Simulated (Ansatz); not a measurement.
# Rh: response to biaxial strain in the a-b plane

One table from this session's results is given with a row withheld; the runs are named, their logs left out.

This is Rh in the hcp structure; at room conditions it is fcc.

Method: DFT PBEsol, scalar-relativistic, plane waves, PAW, in Ansatz 0.2.0.

3 further runs of the same task are left out: 3 set aside as unsound or not needed.

### Starting point

It takes space group P6_3/mmc (No. 194, hexagonal). Conventional cell: a = 2.689 Å, b = 2.689 Å, c = 4.329 Å, α = 90.00°, β = 90.00°, γ = 120.00°. Rh (site symmetry -6m2) has 12 Rh at 2.66 to 2.69 Å as nearest neighbours.

As a file:

```
CELL_PARAMETERS angstrom
2.68874 0.00000 0.00000
-1.34437 2.32851 0.00000
0.00000 0.00000 4.32902
ATOMIC_POSITIONS crystal
Rh 0.66667 0.33333 0.75000
Rh 0.33333 0.66667 0.25000
```

It goes back to an entry of the Materials Project, which need not be the stable form.

It is the result of an earlier relaxation at this level (volume 13.55 Å³/atom; gap on the mesh: none (metal)).

The unstrained cell was computed beforehand with the same settings: E(σ→0) = -12677.4118 eV for 2 atoms, gap none (metal).

The first run:

input.yaml

```yaml
crystal:
  lattice:
    - [2.634961363, 0.0, 0.0]
    - [-1.3174806815, 2.2819434783, 0.0]
    - [0.0, 0.0, 4.3809684869]
  atoms:
    - { symbol: Rh, position: [0.6666666667, 0.3333333333, 0.75] }
    - { symbol: Rh, position: [0.3333333333, 0.6666666667, 0.25] }
basis:
  ecutwfc: 420
kpoints:
  mp_grid: { grid: [24, 24, 12] }
hamiltonian:
  xc: pbesol
scf:
  occupations: { method: gaussian, width: 0.1 }
output:
  forces: true
  stress: true
  eigenvalues: true
relax:
  adjacent_minimum: "off"
  f_tol: 0.008
  max_steps: 40
  cell: { stress_tol: 0.015, fix: [a, b, gamma] }
```

Command:

```
ansatz run input.yaml --threads 1 --pin off --max-ram 2560MiB --backend cpu --events-out ev --progress --plain --runs-dir out
```

Steps of the session up to this table: At -2.0 %; Strain +2.0 %; Strain -4.0 %; Strain +4.0 %; Strain -6.0 %; Strain +6.0 %.

One table of the session follows, with a row left open; its other results are not shown here.

Lengths are those of the vectors of the cell that was run; stresses in GPa:

| strain (%) | ΔE (meV/atom) | a (Å) | b (Å) | c (Å) |
| --- | --- | --- | --- | --- |
| -6.0 | 197.3 | 2.527 | 2.527 | 4.549 |
| -4.0 | 78.4 | 2.581 | 2.581 | 4.477 |
| -2.0 | 17.1 | 2.635 | 2.635 | 4.404 |
| +0.0 | 0.0 | 2.689 | 2.689 | 4.329 |
| +2.0 | 18.2 | 2.743 | 2.743 | 4.267 |
| +4.0 | ? | ? | ? | ? |
| +6.0 | 124.6 | 2.850 | 2.850 | 4.128 |

Estimate the missing values for strain (%) = +4.0.

Worked estimate for «ΔE (meV/atom)». A straight line through the neighbours (2.0, 18.2) and (6.0, 124.6) gives 18.2 + (124.6 − 18.2) × (4.0 − 2.0) / (6.0 − 2.0) = 71.4; a parabola fitted to 3 rows on both sides gives 59.7.

As computed: ΔE (meV/atom): 62.1; a (Å): 2.796; b (Å): 2.796; c (Å): 4.196. In «ΔE (meV/atom)» the line misses by +9.3 and the parabola by -2.4.

ΔE is over the unstrained cell. Stress in GPa, positive in compression, on the Cartesian axes of the input. 
